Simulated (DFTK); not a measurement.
Runs of DFTK 0.8.2 on I. Symmetry: Fmmm, No. 69, orthorhombic system. Conventional cell: a = 4.384 Å, b = 4.731 Å, c = 7.820 Å, α = 90.00°, β = 90.00°, γ = 90.00°. Around I (site symmetry mmm) lie 4 I at 3.23 Å. 

```csv
task,level,potentials or basis,cell,k mesh,cutoff (eV),SCF solver,mesh quality,gap on the mesh (eV),pressure (GPa),V0 of scaled cells (Å³/atom),B0 (GPa)
band structure,r2SCAN,"cp2k.nc.sr.pbe.v0_1.semicore.gth (PBE, GTH)",as given,7 × 7 × 7,707,ScfAndersonSolver,not flagged,none,(b),-,-
single point,PBE,dojo.nc.sr.pbe.v0_4_1.standard.upf (PBE),cell strained at random at fixed volume,9 × 9 × 9,952,-,not flagged,none,0.5,-,-
equation of state,rSCAN,"cp2k.nc.sr.pbe.v0_1.semicore.gth (PBE, GTH)",as given,5 × 5 × 5,707,ScfAndersonSolver,coarse,-,-,40.61,27
equation of state,AM05,"cp2k.nc.sr.pbe.v0_1.semicore.gth (PBE, GTH)",as given,6 × 6 × 6,544,-,not flagged,-,-,40.15,25
single point,PBE,dojo.nc.sr.pbe.v0_4_1.standard.upf (PBE),as given,9 × 9 × 9,952,-,not flagged,none,0.5,-,-
band structure,PBEsol,"cp2k.nc.sr.pbe.v0_1.semicore.gth (PBE, GTH)",as given,9 × 9 × 9,544,-,not flagged,none,(a),-,-
```

Alike in all rows: no spin polarisation; smearing fermi-dirac 0.05 eV.

**Question.** Fill in the values left out.

**Answer.** (a) -1.2; (b) 0.2.

Caveats: some runs use coarse meshes; GTH potentials come without recommended cutoffs, and this one wasn't checked for convergence (some runs); the potentials were made for another functional, which shifts forces and pressure (some runs); an odd number of electrons without spin polarisation forces a metal (some runs); a magnetic or distorted state may lie lower (some runs); spin-orbit coupling is left out, which moves the levels of the heavy elements (some runs); the cell was scaled at fixed shape and fractional positions, which overstates the stiffness of a crystal with free parameters, most of all of layers and chains (some runs); the program warned that the kinetic-energy density falls under its von Weizsäcker bound, which can give unphysical results (some runs).

A k mesh can miss the band edges, and the runs leave out spin-orbit coupling on I.

A gap of «none» marks a metal or a gap under the smearing width.
